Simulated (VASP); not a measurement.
Write the native input for VASP 6.6.1 that does the following.

- Task: relaxation of cell and atoms
- Functional: PBEsol
- Potentials or basis: VASP PAW PBE potentials, release 64 (Si)
- Cutoff: 600 eV
- k mesh: 9 × 9 × 4
- Occupations: gaussian, width 0.03 eV
- Spin: no spin polarisation
- Further INCAR settings: ALGO = Normal; EDIFF = 1e-07; IBRION = 2; EDIFFG = -0.005; NSW = 90; ISIF = 3

The structure of Si lies in POSCAR:

```
Si                                      
1.0
    3.8266712453      0.0000000000      0.0000000000
   -1.9133356227      3.3139945104      0.0000000000
    0.0000000000      0.0000000000      6.3256378069
  Si            
     4
Direct
     0.3333333300000021    0.6666666699999979    0.0629719524720509
     0.6666666699999979    0.3333333300000021    0.5629719524720509
     0.3333333300000021    0.6666666699999979    0.4370280475279490
     0.6666666699999979    0.3333333300000021    0.9370280475279491
```

This isn't the form of Si at room conditions, which is diamond.

One way to write it, as run:

INCAR

```
SYSTEM = Si
PREC = Accurate
ENCUT = 600
EDIFF = 1E-7
ISMEAR = 0
SIGMA = 0.03
LREAL = .FALSE.
LASPH = .TRUE.
NELM = 80
ALGO = Normal
ISIF = 3
LWAVE = .FALSE.
LCHARG = .FALSE.
GGA = PS
IBRION = 2
NSW = 90
EDIFFG = -0.005
KPAR = 2
```

KPOINTS

```
regular mesh
0
G
  9 9 4
  0 0 0
```

Potentials or basis: VASP PAW PBE potentials, release 64 (Si).

Command:

```console
$ cat potpaw_PBE.64/Si/POTCAR > POTCAR
$ mpirun -np 2 vasp_std > vasp.out
```

Results of the run:

| Quantity | Value |
| --- | --- |
| Pressure after relaxing | 0.0 GPa |
| Band gap on the k mesh | 0.33 eV, indirect (least direct gap 0.96 eV) |

Caveat: the relaxation stopped at its first step, so nothing moved; the PAW data sets were made with another functional, which shifts forces and pressure a little; an odd mesh through Γ misses points on the zone boundary, where band edges often lie.

Wall time 9.3 s on 2 MPI ranks on Intel(R) Xeon(R) 6975P-C (Granite Rapids) (shared host), peak memory 0.22 GiB a rank.
